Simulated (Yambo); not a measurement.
# Ge (Cmmm) in Yambo: notebook, part 2 of 2

Yambo 5.3.0. The steps go on from the part before.

## (4) Optical spectrum, PBEsol

File optics2.in:

```
optics
chi
tddft
Chimod= "ALDA"
% BndsRnXd
 1 | 32 |
%
NGsBlkXd= 3 Ry
% LongDrXd
 1 | 1 | 0 |
%
% QpntsRXd
 1 | 1 |
%
% EnRngeXd
 0 | 10 | eV
%
% DmRngeXd
 0.1 | 0.1 | eV
%
ETStpsXd= 200
FxcGRLc= 3 Ry
VXCRLvcs= 3 Ry
```

File scf.in:

```
&CONTROL
  calculation = 'scf'
  prefix = 'pwscf'
  outdir = './tmp'
  pseudo_dir = './pseudo'
/
&SYSTEM
  ibrav = 0
  nat = 1
  ntyp = 1
  ecutwfc = 78
  nbnd = 13
  occupations = 'smearing'
  smearing = 'fd'
  degauss = 0.00367493
  force_symmorphic = .true.
/
&ELECTRONS
  conv_thr = 2d-10
  electron_maxstep = 120
  mixing_beta = 0.5
/
ATOMIC_SPECIES
Ge    72.6300 Ge.upf
CELL_PARAMETERS angstrom
   1.3971490000   -2.6005160000    0.0000000000
   1.3971490000    2.6005160000    0.0000000000
   0.0000000000    0.0000000000    2.6982310000
ATOMIC_POSITIONS crystal
Ge     0.5000000000    0.5000000000    0.0000000000
K_POINTS automatic
16 16 16 0 0 0
```

File nscf.in:

```
&CONTROL
  calculation = 'nscf'
  prefix = 'pwscf'
  outdir = './tmp'
  pseudo_dir = './pseudo'
/
&SYSTEM
  ibrav = 0
  nat = 1
  ntyp = 1
  ecutwfc = 78
  nbnd = 32
  occupations = 'smearing'
  smearing = 'fd'
  degauss = 0.00367493
  force_symmorphic = .true.
/
&ELECTRONS
  conv_thr = 1d-08
  diago_full_acc = .true.
  diago_thr_init = 1d-06
/
ATOMIC_SPECIES
Ge    72.6300 Ge.upf
CELL_PARAMETERS angstrom
   1.3971490000   -2.6005160000    0.0000000000
   1.3971490000    2.6005160000    0.0000000000
   0.0000000000    0.0000000000    2.6982310000
ATOMIC_POSITIONS crystal
Ge     0.5000000000    0.5000000000    0.0000000000
K_POINTS automatic
16 16 16 0 0 0
```

Potentials or basis: PseudoDojo 0.4.1 SR PBEsol standard.

Started as:

```
$ OMP_NUM_THREADS=1 pw.x -in scf.in > scf.out
$ OMP_NUM_THREADS=1 pw.x -in nscf.in > nscf.out
$ cd tmp/pwscf.save; p2y; mv SAVE ../..; cd ../..
$ OMP_NUM_THREADS=1 yambo
$ OMP_NUM_THREADS=1 yambo -F optics2.in -J optics2 -C optics2_out
```

Yambo's report:

```text
[... sections 02.01 to 02.04 as in the set-up run ...]

  [02.05] Energies & Occupations
  ==============================

  [X] === General ===
  [X] Electronic Temperature                        :  0.258606E-1   300.100    [eV K]
  [X] Bosonic    Temperature                        :  0.258606E-1   300.100    [eV K]
  [X] Finite Temperature mode                       : yes
  [X] El. density                                   :  0.71403E+24 [cm-3]
  [X] Fermi Level                                   :  11.34036 [eV]

  [X] === Gaps and Widths ===
  [X] Conduction Band Min                           :  11.34036 [eV]
  [X] Valence Band Max                              :  11.34036 [eV]
  [X] Filled Bands                                  :   6
  [X] Metallic Bands                                :   7   9
  [X] Empty Bands                                   :   10   32

  [X] === Metallic Characters ===
  [X] N of el / N of met el                         :  14.00000   2.02403
  [X] Average metallic occ.                         :  0.168669

  [WARNING] [X] Metallic system

 [03] Transferred momenta grid and indexing
 ==========================================

 IBZ Q-points                                      :   657
 BZ  Q-points                                      :   4096

 K/Q-points units:
 rlu = crystal or reduced units; cc = cartesian coordinates; iku = interal k-units

 Q [  1]        [rlu]:  0.000000  0.000000  0.000000
 Q [  2]        [rlu]:  0.000000  0.000000  0.062500
 Q [  3]        [rlu]:  0.000000  0.000000  0.125000
 Q [  4]        [rlu]:  0.000000  0.000000  0.187500
 Q [  5]        [rlu]:  0.000000  0.000000  0.250000
 Q [  6]        [rlu]:  0.000000  0.000000  0.312500
[... 42 lines left out ...]
 Q [ 49]        [rlu]: -0.22893E-16  0.31250      0.18750
 Q [ 50]        [rlu]: -0.22893E-16  0.31250      0.25000

 Remaining 607 points informations can be written running with -fatlog

 [04] Dipoles
 ============

  [04.01] Setup: observables and procedures
  =========================================

  [WF-Oscillators/G space/Transverse up loader] Normalization (few states)  min/max  :  0.12143E-16   1.0000

  [WR./optics2//ndb.dipoles]------------------------------------------------------
   Brillouin Zone Q/K grids (IBZ/BZ)                :    657   4096    657   4096
   RL vectors                                       :  2187 [WF]
   Fragmentation                                    : yes
   Electronic Temperature                           :  300.1000 [K]
   Bosonic    Temperature                           :  300.1000 [K]
   DIP band range                                   :    1   32
   DIP band range limits                            :   9   7
   DIP e/h energy range                             : -1.000000 -1.000000 [eV]
   RL vectors in the sum                            :  2187
   [r,Vnl] included                                 : yes
   Bands ordered                                    : yes
   Direct v evaluation                              : no
   Approach used                                    : G-space v
   Dipoles computed                                 : R V P [G-space]
   Wavefunctions                                    : Perdew, Burke & Ernzerhof SOL(X)+Perdew, Burke & Ernzerhof SOL(C)

  [WARNING] [r,Vnl^pseudo] included in position and velocity dipoles.

  [WARNING] In case H contains other non local terms, these are neglected

 [05] Optics
 ===========

 [xc] Functional : Perdew, Burke & Ernzerhof SOL(X)+Perdew, Burke & Ernzerhof SOL(C)
 [xc] LIBXC used to calculate xc functional
  PP Number of Atomic Species                      :  1
  NLCC RL compoments                               :  12313
 [X-CG] R(p) Tot o/o(of R):    80071   728022      100

 [WARNING] The system is a metal but Drude term not included.
```

Wall time 4.1 min (1 thread of Arm Neoverse V2, shared host); peak memory 2.3 GiB.

What came out:

| Quantity | Value |
| --- | --- |
| Band gap on the k mesh, mean-field level | none (metal or under the smearing width) |

Dielectric function (along the field direction of the input):
```
energy (eV)  real part  imaginary part
       0.25      32.19            1.41
       0.45      34.30            4.36
       0.70      36.62            9.90
       0.95      45.88           18.45
       1.21      26.25           43.89
       1.46       5.04           42.95
       1.71       6.12           29.87
       1.96     -13.31           26.24
       2.21      -1.99           16.40
       2.46      -8.61           21.88
       2.71     -11.55            9.73
       2.96      -8.64            9.91
       3.22      -6.52            5.73
       3.47      -3.85            5.03
       3.72      -6.54            5.87
       3.97      -4.41            2.74
       4.22      -3.04            2.53
       4.47      -1.87            2.11
       4.72      -0.93            2.70
       4.97      -0.24            3.40
       5.23      -0.94            3.71
       5.48      -1.73            4.94
       5.73      -2.69            3.40
       5.98      -2.01            2.25
       6.23      -2.04            2.88
       6.48      -2.13            1.72
       6.73      -1.43            1.77
       6.98      -1.84            1.51
       7.24      -1.50            1.07
       7.49      -0.97            1.03
       7.74      -1.23            1.14
       7.99      -0.96            0.85
       8.24      -0.82            0.87
       8.49      -0.63            0.65
       8.74      -0.59            0.74
       8.99      -0.62            0.65
       9.25      -0.41            0.54
       9.50      -0.41            0.51
       9.75      -0.19            0.45
      10.00      -0.24            0.52
```

Caveat: the LDA kernel is used on GGA states, which is inconsistent by a few percent; the intraband (Drude) term of the metal is left out; the ground state has no gap, which makes the many-body step unreliable; these spectra lack excitons.

## (5) Overview

```csv
broadening,kernel,top of the energy range,energy points,cutoff of the response matrix,gap on the mesh (eV)
0.2 eV,none (independent particles),30 eV,150,-,none
0.3 eV,Hartree (RPA with local fields),30 eV,150,4 Ry,none
0.1 eV,adiabatic LDA,10 eV,200,3 Ry,none
```

Alike in all rows: task optical spectrum; level PBEsol; potentials or basis PseudoDojo 0.4.1 SR PBEsol standard; no spin polarisation; cell as given; k mesh 16 × 16 × 16; cutoff (eV) 1061; smearing fermi-dirac 0.05 eV.

Every run on the cell as given and a fine mesh finds a metal.

Caveats: the intraband (Drude) term of the metal is left out; the ground state has no gap, which makes the many-body step unreliable; these spectra lack excitons (some runs); independent-particle spectra lack excitons (some runs); the LDA kernel is used on GGA states, which is inconsistent by a few percent (some runs).

Total energies depend on the potentials used, so only differences within one code and one set of settings carry meaning.
